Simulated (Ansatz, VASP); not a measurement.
**One calculation of BeS, two programs**

Contents of INCAR:

```
SYSTEM = BeS
PREC = Accurate
ENCUT = 520
EDIFF = 1E-7
ISMEAR = 0
SIGMA = 0.05
LREAL = .FALSE.
LASPH = .TRUE.
NELM = 100
ALGO = Normal
ISIF = 2
LWAVE = .FALSE.
LCHARG = .FALSE.
GGA = PE
NBANDS = 11
```

File KPOINTS:

```
regular mesh
0
G
  8 8 8
  0 0 0
```

File POSCAR:

```
BeS
1.0
    0.0000000000      2.4250000000      2.4613750000
    2.4250000000      0.0000000000      2.4613750000
    2.4250000000      2.4250000000      0.0000000000
Be S
1 1
Direct
    0.0000000000      0.0000000000      0.0000000000
    0.7500000000      0.7500000000      0.7500000000
```

Input for Ansatz:

```yaml
crystal:
  lattice:
    - [0.0, 2.425, 2.461375]
    - [2.425, 0.0, 2.461375]
    - [2.425, 2.425, 0.0]
  atoms:
    - { symbol: Be, position: [0.0, 0.0, 0.0] }
    - { symbol: S, position: [0.75, 0.75, 0.75] }
basis:
  ecutwfc: 420
kpoints:
  mp_grid: { grid: [8, 8, 8] }
hamiltonian:
  xc: pbe
scf:
  occupations: { method: gaussian, width: 0.05 }
output:
  forces: true
  stress: true
  eigenvalues: true
```

Change from the starting cell: strain +0.000 along x and y, +0.015 along z, atoms carried along.

Alike in both runs: task single point; functional PBE; k mesh 8 × 8 × 8; occupations gaussian, width 0.05 eV; no spin polarisation.

|  | VASP | Ansatz |
| --- | --- | --- |
| version | VASP 6.6.1 | Ansatz 0.2.0 |
| potentials or method | VASP PAW PBE potentials, release 64 (Be, S) | scalar-relativistic, plane waves, PAW |
| plane-wave cutoff (eV) | 520 | 420 |
| valence electrons in the cell | 8 | 8 |

VASP gave:

* gap on the k mesh at the Fermi level (eV): 3.08
* least direct gap on the mesh (eV): 5.64
* pressure (GPa): 0.1
* largest component of the traceless stress (GPa): 0.98

Task: Estimate Ansatz's values.

Result: gap on the k mesh at the Fermi level (eV): 3.08; least direct gap on the mesh (eV): 5.63; pressure (GPa): 0.1; largest component of the traceless stress (GPa): 0.98.

A k mesh can miss the band edges.
